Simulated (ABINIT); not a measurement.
Something may be wrong with this ABINIT 10.8.3 (patched build) calculation of Ag.

Contents of run.abi:

```
# Datasets
ndtset 2

# Pseudopotentials
pp_dirpath "./"
pseudos "Ag_ONCV_PBE-1.2.upf"

# Structure
acell 2.8559470092 2.921225875 2.8982363807 Angstrom
rprim
    -0.5712893664     0.5865977760     0.5740483507
     0.5754921438    -0.5759222958     0.5806223399
     0.5730737157     0.5906109171    -0.5681243358
ntypat 1
znucl 47
natom 1
typat 1
chkprim 0
chksymtnons 0
tolsym 1.0e-6
xred
            0.0            0.0            0.0

# Plane-wave basis
ecut 4.0

# k points
ngkpt 12 12 12
nshiftk 1
shiftk 0.0 0.0 0.0

# Exchange and correlation
ixc 11
vdw_xc 6

# Bands and occupations
nband 18
occopt 3
tsmear 0.00367493

# SCF cycle
nstep 50

# Output
prteig 0
prtebands 0
prtwf 0
prtden 0
prtpot 0

# Dataset 1: ground state
kptopt1 1
tolvrs1 1.0e-15
prtwf1 1
tolwfr1 1.0e-14
nbdbuf1 4
nline1 6

# Dataset 2: atomic displacements at q = 0.5 -0.5 0.0
rfphon2 1
rfatpol2 1 1
rfdir2 1 1 1
getwfk2 1
kptopt2 3
nqpt2 1
qpt2 1/2 -1/2 0.0
tolvrs2 1.0e-10
```

Potentials or basis: SG15 NC PBE v1.2.

Run with:

```sh
$ abinit run.abi > log 2>&1
```

run.abo:

```text
.Version 10.8.3 of ABINIT
 DATASET    1 : space group P-1 (#  2); Bravais aP (primitive triclinic)
================================================================================
 Values of the parameters that define the memory need for DATASET  1.
     intxc =       0    ionmov =       0      iscf =       7    lmnmax =       6
     lnmax =       6     mgfft =      10  mpssoang =       3    mqgrid =    3001
     natom =       1  nloc_mem =       1    nspden =       1   nspinor =       1
    nsppol =       1      nsym =       2    n1xccc =       0    ntypat =       1
    occopt =       3   xclevel =       2
       mpw =          54          nfft =        1000          nkpt =         868
================================================================================
================================================================================

 DATASET    2 : space group P-1 (#  2); Bravais aP (primitive triclinic)
================================================================================
 Values of the parameters that define the memory need for DATASET  2 (RF).
[... 427 lines left out ...]
 Phonon frequencies in cm-1    :
   2.217071E+02  3.979579E+02  6.400930E+02

== END DATASET(S) ==============================================================
================================================================================

 -outvars: echo values of variables after computation  --------
            acell      5.3969576775E+00  5.5203168557E+00  5.4768730077E+00 Bohr
           etotal1    -1.2534676733E+02
           etotal2     9.8527671450E+00
            fcart1    -0.0000000000E+00 -0.0000000000E+00 -0.0000000000E+00
            fcart2     0.0000000000E+00  0.0000000000E+00  0.0000000000E+00
            rprim     -5.7128936640E-01  5.8659777600E-01  5.7404835070E-01
                       5.7549214380E-01 -5.7592229580E-01  5.8062233990E-01
                       5.7307371570E-01  5.9061091710E-01 -5.6812433580E-01
           strten1     1.5563080344E-01  1.5532587098E-01  1.5568294770E-01
                       2.6481053083E-04  8.5094405543E-04  2.9303321806E-04
           strten2     0.0000000000E+00  0.0000000000E+00  0.0000000000E+00
                       0.0000000000E+00  0.0000000000E+00  0.0000000000E+00
 Calculation completed.
```

Diagnose the run.

The run converged. The input holds a flaw that was put in on purpose: cutoff far too low (ecut = 4). The program doesn't stop on it, so the numbers can't be trusted though the run ends normally.
